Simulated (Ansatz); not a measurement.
The system is TiSi.

```
Ti Si
1.0
     1.81618   -2.11762    0.00000
     1.81618    2.11762    0.00000
     0.00000    0.00000    3.80393
Ti Si
1 1
Direct
  0.50000 0.50000 0.00000
  0.00000 0.00000 0.50000
```

The cell comes from a database or a generator and needn't be the stable form of this composition.

Base run:

```yaml
Program: Ansatz 0.2.0
Functional: PBEsol
Potentials_or_basis: Ansatz PAW
Cutoff: "420 eV (not typed: the program's choice for these potentials)"
k_mesh: 10 × 10 × 7
Occupations: fermi-dirac, width 0.05 eV
Spin: no spin polarisation
Hubbard_terms: Ti d U = 5 eV
```

Its results: band gap on the k mesh none (metal or under the smearing width); pressure 5.2 GPa.

The run is repeated on the same cell with these changes: hubbard terms from Ti d U = 5 eV to none; hubbard projectors from ortho-atomic (the default) to none. What comes out?

Band gap on the k mesh none (metal or under the smearing width); pressure -4.3 GPa.

Caveats: the PAW data sets come from PBE, with cores solved anew for the run's functional, which leaves a small shift of forces and pressure; U without spin polarisation on a metal has little footing (some runs); the U is typed as a test and isn't derived for this compound (some runs).
